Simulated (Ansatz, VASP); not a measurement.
Se in VASP and in Ansatz

The input INCAR:

```
PREC = Accurate ; ENCUT = 520
EDIFF = 1E-7 ; ISMEAR = 0
SIGMA = 0.1 ; LREAL = False
LASPH = True ; NELM = 100
ALGO = Normal ; ISIF = 2
LWAVE = False ; LCHARG = False
GGA = PE ; NBANDS = 13
```

The input KPOINTS:

```
regular mesh
0
Gamma
  12 12 12
```

POSCAR

```
Se
1.0
    0.0000000000      3.1271606090      3.1271606090
    3.1271606090      0.0000000000      3.1271606090
    3.1271606090      3.1271606090      0.0000000000
Se
2
Direct
    0.5000000000      0.5000000000      0.5000000000
    0.7500000000      0.7500000000      0.7500000000
```

Input for Ansatz:

```yaml
crystal:
  lattice:
    - [0.0, 3.127160609, 3.127160609]
    - [3.127160609, 0.0, 3.127160609]
    - [3.127160609, 3.127160609, 0.0]
  atoms:
    - { symbol: Se, position: [0.5, 0.5, 0.5] }
    - { symbol: Se, position: [0.75, 0.75, 0.75] }
basis:
  ecutwfc: 420
kpoints:
  mp_grid: { grid: [12, 12, 12] }
hamiltonian:
  xc: pbe
scf:
  occupations: { method: gaussian, width: 0.1 }
output:
  forces: true
  stress: true
  eigenvalues: true
  populations: true
```

Alike in both runs: task single point; functional PBE; k mesh 12 × 12 × 12; occupations gaussian, width 0.1 eV; no spin polarisation.

```csv
,VASP,Ansatz
version,VASP 6.6.1,Ansatz 0.2.0
potentials or method,"VASP PAW PBE potentials, release 64 (Se)","scalar-relativistic, plane waves, PAW"
plane-wave cutoff (eV),520,420
valence electrons in the cell,12,32
```

```csv
,VASP,Ansatz,Ansatz less VASP
gap on the k mesh at the Fermi level (eV),none,none,-
pressure (GPa),1.6,1.6,-0.02
```

A gap of «none» marks a metal or a gap that the smearing closes. The two sets of potentials don't hold the same shells in valence.
